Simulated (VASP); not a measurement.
A run of VASP 6.6.1:

File INCAR:

```
SYSTEM = TiO2
PREC = Accurate ; ENCUT = 520
EDIFF = 1E-7 ; ISMEAR = 0
SIGMA = 0.02 ; LREAL = .FALSE.
LASPH = .TRUE. ; NELM = 60
ALGO = Normal ; ISIF = 2
LWAVE = .FALSE. ; LCHARG = .TRUE.
METAGGA = R2SCAN ; LMIXTAU = .TRUE.
LELF = .TRUE. ; LVHAR = .TRUE.
```

File KPOINTS:

```
regular mesh
0
G
  6 4 4
  0 0 0
```

File POSCAR:

```
TiO2
1.0
    4.5403500000      0.0000000000      0.0000000000
    0.0000000000      5.4956700000      0.0000000000
    0.0000000000      0.0000000000      4.8838300000
Ti O
4 8
Direct
    0.5000000000      0.6745500000      0.7500000000
    0.0000000000      0.8254500000      0.2500000000
    0.5000000000      0.3254500000      0.2500000000
    0.0000000000      0.1745500000      0.7500000000
    0.7282100000      0.6181400000      0.0813500000
    0.2282100000      0.8818600000      0.9186500000
    0.7717900000      0.8818600000      0.5813500000
    0.2717900000      0.6181400000      0.4186500000
    0.7282100000      0.3818600000      0.5813500000
    0.2282100000      0.1181400000      0.4186500000
    0.7717900000      0.1181400000      0.0813500000
    0.2717900000      0.3818600000      0.9186500000
```

Potentials or basis: VASP PAW PBE potentials, release 64 (Ti_sv, O).

Command:

```console
$ cat potpaw_PBE.64/Ti_sv/POTCAR potpaw_PBE.64/O/POTCAR > POTCAR
$ mpirun -np 1 vasp_std > vasp.out
```

Hardware: 1 thread of Intel(R) Xeon(R) 6975P-C (Granite Rapids) (shared host).

Task: Estimate the wall time of this run.

Result: Run time: 7.4 min on 1 thread of Intel(R) Xeon(R) 6975P-C (Granite Rapids) (shared host), peak memory 0.35 GiB. Counts: scf iterations 23, k points 36.
